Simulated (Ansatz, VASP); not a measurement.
AlNi: VASP beside Ansatz

Contents of INCAR:

```
  PREC = Accurate
  ENCUT = 520
  EDIFF = 1E-7
  ISMEAR = 0
  SIGMA = 0.15
  LREAL = F
  LASPH = T
  NELM = 100
  ALGO = Fast
  ISIF = 2
  LWAVE = F
  LCHARG = F
  GGA = PS
  NBANDS = 28
```

KPOINTS

```
Automatic mesh
0
Gamma
  15 15 5
```

The input POSCAR:

```
AlNi
1.0
    0.0000000000     -2.8618233747      0.0000000000
    0.0000000000      0.0000000000     -2.8618233747
    8.2854701242      0.0000000000      0.0000000000
Al Ni
3 3
Direct
    1.0000000000      0.0000000000      0.0863506636
    1.0000000000      0.0000000000      0.4317533181
    1.0000000000      0.0000000000      0.7771559726
    0.5000000000      0.5000000000      0.9498572999
    0.5000000000      0.5000000000      0.2590519909
    0.5000000000      0.5000000000      0.6044546454
```

Input for Ansatz:

```yaml
crystal:
  lattice:
    - [0.0, -2.8618233747, 0.0]
    - [0.0, 0.0, -2.8618233747]
    - [8.2854701242, 0.0, 0.0]
  atoms:
    - { symbol: Al, position: [1.0, 0.0, 0.0863506636] }
    - { symbol: Al, position: [1.0, 0.0, 0.4317533181] }
    - { symbol: Al, position: [1.0, 0.0, 0.7771559726] }
    - { symbol: Ni, position: [0.5, 0.5, 0.9498572999] }
    - { symbol: Ni, position: [0.5, 0.5, 0.2590519909] }
    - { symbol: Ni, position: [0.5, 0.5, 0.6044546454] }
basis:
  ecutwfc: 520.0
kpoints:
  mp_grid: { grid: [15, 15, 5] }
hamiltonian:
  xc: pbesol
  pseudopotentials: { kind: paw, azcp: { folder: soft_1 } }
scf:
  occupations: { method: gaussian, width: 0.15 }
output:
  forces: true
  stress: true
  eigenvalues: true
```

Alike in both runs: task single point; functional PBEsol; k mesh 15 × 15 × 5; occupations gaussian, width 0.15 eV; no spin polarisation.

|  | VASP | Ansatz |
| --- | --- | --- |
| version | VASP 6.6.1 | Ansatz 0.2.0 |
| potentials or method | VASP PAW PBE potentials, release 64 (Al, Ni) | scalar-relativistic, plane waves, PAW |
| plane-wave cutoff (eV) | 520 | 520 |
| valence electrons in the cell | 39 | 63 |

|  | VASP | Ansatz | Ansatz less VASP |
| --- | --- | --- | --- |
| gap on the k mesh at the Fermi level (eV) | none | none | - |
| pressure (GPa) | 8.8 | 8.5 | -0.26 |
| largest component of the traceless stress (GPa) | 3.48 | 3.46 | -0.021 |
| rms of the force components (eV/Å) | 0.675 | 0.673 | -0.0019 |

Atom by atom the forces differ by 0.002 eV/Å (rms over components). A gap of «none» marks a metal or a gap that the smearing closes. The two sets of potentials don't hold the same shells in valence. Ansatz warned: «pseudo_functional_mismatch».

Caveats: the PAW data sets were made with another functional, which shifts forces and pressure a little (VASP). Spin polarisation is off, so any magnetic state and its effect on volume and gap are missing.
